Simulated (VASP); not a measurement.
# HfC (Fm-3m) in VASP: a series of runs

Runs on HfC. Level: LDA. Tasks: single point.

Program: VASP 6.6.1. These are calculated values, not measurements. Logs are shortened: lines on timing, memory, paths and dates and some standing lists are left out, and cuts for length are marked.

## (1) Starting point

It takes space group Fm-3m (No. 225, cubic). The conventional cell has a = 4.650 Å, b = 4.650 Å, c = 4.650 Å, α = 90.00°, β = 90.00°, γ = 90.00°. Around Hf (site symmetry m-3m) lie 6 C at 2.33 Å. Around C (site symmetry m-3m) lie 6 Hf at 2.33 Å.

## (2) Single point, LDA

INCAR

```
PREC = Accurate
ENCUT = 450
EDIFF = 1E-7
ISMEAR = 1
SIGMA = 0.15
LREAL = F
LASPH = T
NELM = 100
ALGO = Normal
ISIF = 2
LWAVE = F
LCHARG = F
ADDGRID = F
```

KPOINTS

```
Automatic mesh
0
Gamma
  15 15 15
```

POSCAR

```
HfC
1.0
    0.0000000000      2.3250000000      2.3250000000
    2.3250000000      0.0000000000      2.3250000000
    2.3250000000      2.3250000000      0.0000000000
Hf C
1 1
Direct
    0.5000000000      0.5000000000      0.5000000000
    0.0000000000      0.0000000000      0.0000000000
```

Potentials or basis: VASP PAW LDA potentials, release 64 (Hf, C).

Started as:

```
$ cat potpaw_LDA.64/Hf/POTCAR potpaw_LDA.64/C/POTCAR > POTCAR
$ mpirun -np 1 vasp_std > vasp.out
```

OUTCAR:

```text
PREC = Accurate
   ENCUT = 450
   EDIFF = 1E-7
   ISMEAR = 1
   LREAL = F
   LASPH = T
   NELM = 100
   ISIF = 2

 Found    120 irreducible k-points:

 Following reciprocal coordinates:
            Coordinates               Weight
  0.000000  0.000000  0.000000      1.000000
  0.066667  0.000000  0.000000      8.000000
  0.133333  0.000000  0.000000      8.000000
  0.200000  0.000000  0.000000      8.000000
  0.266667  0.000000  0.000000      8.000000
  0.333333  0.000000  0.000000      8.000000
   k-points           NKPTS =    120   k-points in BZ     NKDIM =    120   number of bands    NBANDS=      8
   number of dos      NEDOS =    301   number of ions     NIONS =      2
   total plane-waves  NPLWV =  13824
   dimension x,y,z NGX =    24 NGY =   24 NGZ =   24
   dimension x,y,z NGXF=    48 NGYF=   48 NGZF=   48
   ions per type =               1   1
   NGX,Y,Z   is equivalent  to a cutoff of  12.13, 12.13, 12.13 a.u.
   NGXF,Y,Z  is equivalent  to a cutoff of  24.27, 24.27, 24.27 a.u.
 SYSTEM =  unknown system
   PREC   = accura    normal or accurate (medium, high low for compatibility)
   ISTART =      0    job   : 0-new  1-cont  2-samecut
   ICHARG =      2    charge: 1-file 2-atom 10-const
   ISPIN  =      1    spin polarized calculation?
   LNONCOLLINEAR =      F non collinear calculations
   LSORBIT =      F    spin-orbit coupling
   LASPH  =      T    aspherical Exc in radial PAW
   ENCUT  =  450.0 eV  33.07 Ry    5.75 a.u.   5.69  5.69  5.69*2*pi/ulx,y,z
   NELM   =    100;   NELMIN=  2; NELMDL= -5     # of ELM steps
   EDIFF  = 0.1E-06   stopping-criterion for ELM
   LREAL  =      F    real-space projection
   EDIFFG = 0.1E-05   stopping-criterion for IOM
   NSW    =      0    number of steps for IOM
   IBRION =     -1    ionic relax: 0-MD 1-quasi-New 2-CG
   NFREE  =      0    steps in history (QN), initial steepest desc. (CG)
   ISIF   =      2    stress and relaxation
   ISYM   =      2    0-nonsym 1-usesym 2-fastsym
   POTIM  = 0.5000    time-step for ionic-motion
   TEBEG  =    0.0;   TEEND  =   0.0 temperature during run
   PSTRESS=    0.0 pullay stress
   NELECT =       8.0000    total number of electrons
   NUPDOWN=      -1.0000    fix difference up-down
   EMIN   =  10.00;   EMAX   =-10.00  energy-range for DOS
   EFERMI =   0.00;   METHOD = LEGACY
   ISMEAR =     1;   SIGMA  =   0.15  broadening in eV -4-tet -1-fermi 0-gaus
   EFERMI_NEDOS =   21; number of points for ismear=-14 and -15
   IALGO  =     38    algorithm
   IMIX   =      4    mixing-type and parameters
     AMIX     =   0.40;   BMIX     =  1.00
     AMIX_MAG =   1.60;   BMIX_MAG =  1.00
  volume/ion in A,a.u.               =      12.57        84.81
  Fermi-wavevector in a.u.,A,eV,Ry     =   1.117734  2.112211 16.998163  1.249330
  Thomas-Fermi vector in A             =   2.254359
   LORBIT       =      0    0 simple, 1 ext, 2 COOP (PROOUT), +10 PAW based schemes
   GGA     = CA    functional components
   LHFCALC =     F    Hartree Fock is set to
   AEXX    =    0.0000 exact exchange contribution
   IVDW    =     0    specifies the selected vdW correction
   LEPSILON=     F    determine dielectric tensor
   LRPA    =     F    only Hartree local field effects (RPA)
 non-spin polarized calculation
 Methfessel and Paxton  Order N= 1 SIGMA  =   0.15
  energy-cutoff  :      450.00
  volume of cell :       25.14
 maximum number of plane-waves:       560
   NGX = 11   NGY = 11   NGZ = 11

 number of electron       8.0000000 magnetization

 Free energy of the ion-electron system (eV)
  ---------------------------------------------------
  ext. energy  EPLUGINS =         0.00000000
  ---------------------------------------------------
  free energy    TOTEN  =       -22.92651590 eV

  energy without entropy =      -22.92549326  energy(sigma->0) =      -22.92617502

 E-fermi :   6.1830     XC(G=0): -12.1983

 val. band max:        6.1811966476   @ k =   0.4000   0.3333   0.0000
 cond. band min:       6.2121161090   @ k =   0.3333   0.2667   0.0000
 fundamental gap:      0.0309194614
 Fermi energy:         6.1829564428

 k-point     1 :       0.0000    0.0000    0.0000
  band No.  band energies     occupation
      1      -5.9167      2.00000
      2       7.2430     -0.00000
      3       7.2430     -0.00000
      4       7.2430     -0.00000
      5       7.5240     -0.00000
      6       7.5240     -0.00000
      7       7.5240     -0.00000
      8       9.5438      0.00000

 k-point     2 :       0.0667    0.0000    0.0000
  band No.  band energies     occupation
      1      -5.8105      2.00000
      2       6.4028     -0.05833
      3       6.6596     -0.00007
      4       6.6596     -0.00007
      5       7.7734     -0.00000
      6       7.7734     -0.00000
      7       8.0920     -0.00000
      8      10.1092      0.00000

 k-point     3 :       0.1333    0.0000    0.0000
  band No.  band energies     occupation
      1      -5.4998      2.00000
      2       5.2731      2.00000
      3       5.7996      2.00180
      4       5.7996      2.00180
      5       8.1413     -0.00000
      6       8.1413     -0.00000
      7       8.5340     -0.00000
      8      11.2824      0.00000

 k-point     4 :       0.2000    0.0000    0.0000
  band No.  band energies     occupation
      1      -5.0078      2.00000
      2       4.0906      2.00000
      3       4.9921      2.00000
      4       4.9921      2.00000
      5       8.6743     -0.00000
      6       8.6743     -0.00000
      7       8.8853     -0.00000
      8      12.6466      0.00000

 k-point     5 :       0.2667    0.0000    0.0000
  band No.  band energies     occupation
      1      -4.3713      2.00000
      2       2.9341      2.00000
      3       4.3136      2.00000
      4       4.3136      2.00000
      5       9.3017      0.00000
      6       9.3608      0.00000
      7       9.3608      0.00000
      8      14.0584      0.00000

 k-point     6 :       0.3333    0.0000    0.0000
  band No.  band energies     occupation
      1      -3.6410      2.00000
      2       1.8504      2.00000
      3       3.7910      2.00000
      4       3.7910      2.00000
      5       9.8845      0.00000
      6      10.1374      0.00000
      7      10.1374      0.00000
      8      15.2276      0.00000

 [... further k-points ...]

------------------------ aborting loop because EDIFF is reached ----------------------------------------

  FORCE on cell =-STRESS in cart. coord.  units (eV):
  Direction    XX          YY          ZZ          XY          YZ          ZX
  --------------------------------------------------------------------------------------
  -------------------------------------------------------------------------------------
  Total       -1.8503050     -1.8503050     -1.8503050      0.0000000     -0.0000000     -0.0000000
  in kB     -117.9383462   -117.9383462   -117.9383462      0.0000000     -0.0000000     -0.0000000
  external PRESSURE =    -117.9383462 kB  Pullay stress =       0.0000000 kB

 VOLUME and BASIS-vectors are now :
 -----------------------------------------------------------------------------
  energy-cutoff  :      450.00
  volume of cell :       25.14
      direct lattice vectors                 reciprocal lattice vectors
     0.000000000  2.325000000  2.325000000    -0.215053763  0.215053763  0.215053763
     2.325000000  0.000000000  2.325000000     0.215053763 -0.215053763  0.215053763
     2.325000000  2.325000000  0.000000000     0.215053763  0.215053763 -0.215053763

 POSITION                                       TOTAL-FORCE (eV/Angst)
 -----------------------------------------------------------------------------------
      2.32500      2.32500      2.32500         0.000000      0.000000     -0.000000
      0.00000      0.00000      0.00000        -0.000000     -0.000000      0.000000
 -----------------------------------------------------------------------------------
    total drift:                                0.000000     -0.000000     -0.000000

  FREE ENERGIE OF THE ION-ELECTRON SYSTEM (eV)
  ---------------------------------------------------
  free  energy   TOTEN  =       -22.9265159047 eV

  energy  without entropy=      -22.9254932647  energy(sigma->0) =      -22.92617502
```

It took 37 s on 1 thread of AMD EPYC, shared host; peak memory 0.11 GiB.

The run converged, but some of its settings lie outside the range that counts as converged, so its numbers aren't taken as properties of the crystal.

Results:

| Quantity | Value |
| --- | --- |
| Free energy | -22.9265 eV |
| Band gap on the k mesh | none (metal or under the smearing width) |

Caveat: the cutoff is under 1.25 times the usual one of these potentials, so pressure, stress and relaxed cells hold a basis-set (Pulay) error.

## (3) Single point, LDA

Edit INCAR of step 2 so:

```diff
@@ -1,5 +1,5 @@
 PREC = Accurate
-ENCUT = 450
+ENCUT = 550
 EDIFF = 1E-7
-ISMEAR = 1
+ISMEAR = -1
 SIGMA = 0.15
```

KPOINTS is that of step 2.

POSCAR is that of step 2.

Potentials or basis: VASP PAW LDA potentials, release 64 (Hf, C).

Started as:

```
$ cat potpaw_LDA.64/Hf/POTCAR potpaw_LDA.64/C/POTCAR > POTCAR
$ mpirun -np 1 vasp_std > vasp.out
```

Wall time 56 s (1 thread of AMD EPYC, shared host); peak memory 0.14 GiB.

The run converged, but some of its settings lie outside the range that counts as converged, so its numbers aren't taken as properties of the crystal.

What came out:

| Item | Value |
| --- | --- |
| Free energy | -22.9361 eV |
| Pressure | -11.6 GPa |
| Band gap on the k mesh | none (metal or under the smearing width) |

## (4) Single point, LDA

Edit INCAR of step 3 so:

```diff
@@ -1,2 +1,2 @@
-PREC = Accurate
+PREC = Low
 ENCUT = 550
```

KPOINTS is that of step 3.

POSCAR is that of step 3.

Started as:

```
$ cat potpaw_LDA.64/Hf/POTCAR potpaw_LDA.64/C/POTCAR > POTCAR
$ mpirun -np 1 vasp_std > vasp.out
```

Wall time 25 s (1 thread of AMD EPYC, shared host); peak memory 0.1 GiB.

These settings aren't checked as converged: the numbers below hold their error.

Results:

```yaml
Free_energy: -22.9364 eV
Pressure: -11.7 GPa
Band_gap_on_the_k_mesh: none (metal or under the smearing width)
```

## (5) Single point, LDA

Edit INCAR of step 4 so:

```diff
@@ -1,2 +1,2 @@
-PREC = Low
+PREC = Normal
 ENCUT = 550
```

KPOINTS is that of step 4.

POSCAR is that of step 4.

Started as:

```
$ cat potpaw_LDA.64/Hf/POTCAR potpaw_LDA.64/C/POTCAR > POTCAR
$ mpirun -np 1 vasp_std > vasp.out
```

Wall time 26 s (1 thread of AMD EPYC, shared host); peak memory 0.11 GiB.

These settings aren't checked as converged: the numbers below hold their error.

Results:

```yaml
Free_energy: -22.9361 eV
Pressure: -11.6 GPa
Band_gap_on_the_k_mesh: none (metal or under the smearing width)
```

## (6) For comparison

An earlier run on the cell as given: functional PBE; potentials or basis VASP PAW PBE potentials, release 64 (Hf_pv, C); cutoff 520 eV; k mesh 10 × 10 × 10; occupations fermi-dirac, width 0.05 eV; no spin polarisation.

* Pressure: -0.4 GPa
* Band gap on the k mesh: none (metal or under the smearing width)
